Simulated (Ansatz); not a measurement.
Runs of Ansatz 0.2.0 on Ir. The structure is hexagonal, space group P6_3/mmc (No. 194). Conventional cell: a = 2.751 Å, b = 2.751 Å, c = 4.462 Å, α = 90.00°, β = 90.00°, γ = 120.00°. Ir (site symmetry -6m2) has 12 Ir at 2.74 to 2.75 Å as nearest neighbours. This isn't the form of Ir at room conditions, which is fcc.

```tsv
task	level	cell	cutoff (eV)	points for each segment of the path	gap on the mesh (eV)	pressure (GPa)	relaxed volume (Å³/atom)
band structure	HSEsol	as given	420	4	none	-21.3	-
relaxation of cell and atoms	HSEsol	relaxed	420	-	none	0.0	(b)
single point	HF	as given	420	-	none	-18.4	-
relaxation of cell and atoms	HF	relaxed	420	-	none	0.0	13.94
single point	r2SCANh	as given	500	-	none	(a)	-
single point	r2SCAN50	as given	500	-	none	-29.9	-
single point	r2SCAN0	as given	500	-	none	-19.4	-
relaxation of cell and atoms	HSE03	relaxed	420	-	none	0.0	14.08
```

Alike in all rows: potentials or basis Ansatz PAW; no spin polarisation; k mesh 6 × 6 × 3; smearing fermi-dirac 0.05 eV; the mesh is coarse, so values aren't converged.

Problem. Estimate the missing entries.

Solution. (a) -12.9; (b) 13.79.

Caveats: all runs use coarse meshes; the PAW data sets come from PBE, with cores solved anew for the run's functional, which leaves a small shift of forces and pressure; the thresholds are loose for stress (some runs); so large a pressure means that the cell lies far from this level's equilibrium, or that cutoff or potentials fall short (some runs); the plane-wave basis is chosen anew once the cell has moved, so the energies of steps on either side of that aren't comparable (some runs); spin-orbit coupling is left out, which moves the levels of the heavy elements (some runs); a pressure of tens of GPa on the cell as given is suspect, and the run, the potentials or the cell itself is likely at fault (some runs).

A k mesh can miss the band edges, and the runs leave out spin-orbit coupling on Ir.

A gap of «none» marks a metal or a gap under the smearing width.
